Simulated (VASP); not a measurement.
Crystal: SrO.

```
Sr O
1.0
     3.55329    0.00000    0.00000
    -1.77664    3.07724    0.00000
     0.00000    0.00000    6.21730
Sr O
2 2
Direct
  0.66667 0.33333 0.75000
  0.33333 0.66667 0.25000
  0.00000 0.00000 0.50000
  0.00000 0.00000 0.00000
```

Measurements of this composition are mostly on another form, of space group No. 225.

| Item | Value |
| --- | --- |
| Program | VASP 6.6.1 |
| Task | single point |
| Functional | PBE |
| Potentials or basis | VASP PAW PBE potentials, release 64 (Sr_sv, O) |
| Cutoff | 520 eV |
| k mesh | 9 × 9 × 5 |
| Occupations | fermi-dirac, width 0.05 eV |
| Spin | no spin polarisation |

On this cell: pressure 2.0 GPa; largest force under 0.003 eV/Å; band gap on the k mesh 3.08 eV, direct.

The same run follows on a disturbed copy (atoms moved at random, drawn with an rms of 0.05 Å):

```
Sr O
1.0
     3.55329    0.00000    0.00000
    -1.77664    3.07724    0.00000
     0.00000    0.00000    6.21730
Sr O
2 2
Direct
  0.66887 0.33901 0.74337
  0.33363 0.66100 0.25798
  0.00485 0.01542 0.50486
  0.01035 0.00087 0.99605
```

Q: What changes?

A: The energy moves by +13.2 meV/atom; pressure 2.2 GPa; largest force 0.828 eV/Å; band gap on the k mesh 3.03 eV, indirect (least direct gap 3.06 eV).

Forces on the atoms (eV/Å):
```
Sr   0.042  0.023  0.826
Sr  -0.010  0.162 -0.808
O    0.026 -0.160 -0.356
O   -0.058 -0.025  0.338
```

Stress tensor (GPa, compression positive):
```
 2.40  0.02 -0.03
 0.02  2.37 -0.10
-0.03 -0.10  1.96
```

Caveats: an odd mesh through Γ misses points on the zone boundary, where band edges often lie.
